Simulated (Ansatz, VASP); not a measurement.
Be: VASP beside Ansatz

```
CELL_PARAMETERS angstrom
0.00000 1.84851 1.84851
1.84851 0.00000 1.84851
1.84851 1.84851 0.00000
ATOMIC_POSITIONS crystal
Be 0.87500 0.87500 0.87500
Be 0.12500 0.12500 0.12500
```

Change from the starting cell: volume scaled by 0.45, LAPW.

Alike in both runs: task single point; functional LDA; k mesh 15 × 15 × 15; occupations fermi-dirac, width 0.08 eV; no spin polarisation.

```csv
,VASP,Ansatz
version,VASP 6.6.1,Ansatz 0.2.0
potentials or method,"VASP PAW LDA potentials, release 64 (Be), cutoff 520 eV","all-electron LAPW, scalar-relativistic"
```

VASP gave:

* pressure (GPa): 142.3

Question: Which values does Ansatz return?

Answer: Pressure (GPa): 141.0.

Ansatz ran all-electron here, so the differences hold the error of VASP's frozen core and of both bases.

Caveats: the cell as given lies far from equilibrium; so large a pressure means that the cell lies far from this level's equilibrium, or that cutoff or potentials fall short (VASP).
